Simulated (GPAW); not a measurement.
Runs of GPAW 26.7.0 on C. The structure is monoclinic, space group C2/m (No. 12). The conventional cell has a = 4.255 Å, b = 2.457 Å, c = 3.765 Å, α = 90.00°, β = 111.49°, γ = 90.00°. Around C (site symmetry m) lie 3 C at 1.42 Å. This is a stacking variant of graphite.

| task | level | potentials or basis | cell | k mesh | cutoff (eV) | maxiter | convergence | optimizer | fmax | max steps | gap on the mesh (eV) | pressure (GPa) | relaxed volume (Å³/atom) | largest force (eV/Å) |
| --- | --- | --- | --- | --- | --- | --- | --- | --- | --- | --- | --- | --- | --- | --- |
| single point | LDA | the program's PAW data sets (release 1.2.1) made for this functional, pw | as given | 10 × 10 × 6 | 650 | 120 | default | - | - | - | (a) | -3.9 | - | - |
| relaxation of cell and atoms | PBEsol | PAW data sets generated in the run's folder for this functional, pw | relaxed | 9 × 9 × 6 | 800 | 150 | density=1e-05 forces=0.0001 | BFGS | 0.02 eV/Å | 60 | 0.60 | 0.0 | (b) | - |
| relaxation of cell and atoms | PBEsol+D3 | PAW data sets generated in the run's folder for this functional, pw | relaxed | 9 × 9 × 6 | 800 | 150 | density=1e-05 forces=0.0001 | BFGS | 0.02 eV/Å | 60 | 0.80 | 0.0 | 8.43 | 0.02 |
| relaxation of cell and atoms | PBEsol+D3(BJ)+ATM | PAW data sets generated in the run's folder for this functional, pw | relaxed | 9 × 9 × 6 | 800 | 150 | density=1e-05 forces=0.0001 | BFGS | 0.02 eV/Å | 60 | 0.79 | 0.0 | 8.47 | 0.01 |
| relaxation of cell and atoms | PBEsol+D4 | PAW data sets generated in the run's folder for this functional, pw | relaxed | 9 × 9 × 6 | 800 | 150 | density=1e-05 forces=0.0001 | BFGS | 0.02 eV/Å | 60 | 0.80 | -0.2 | 8.42 | 0.02 |
| relaxation of cell and atoms | PBEsol+D3(BJ) | PAW data sets generated in the run's folder for this functional, pw | relaxed | 9 × 9 × 6 | 800 | 150 | density=1e-05 forces=0.0001 | BFGS | 0.02 eV/Å | 60 | (c) | 0.0 | 8.40 | 0.02 |

Alike in all rows: no spin polarisation; smearing fermi-dirac 0.05 eV.

Problem. Estimate the missing entries.

Solution. (a) 1.35; (b) 8.91; (c) 0.82.

Caveats: later steps reuse the first step's grids (some runs); an odd mesh through Γ misses points on the zone boundary, where band edges often lie (some runs); the cutoff is short for stress and forces, so pressures can be off by a GPa or more (some runs); this functional lacks dispersion, which binds the layers, so the pressure and a relaxed spacing across them are unreliable (some runs).
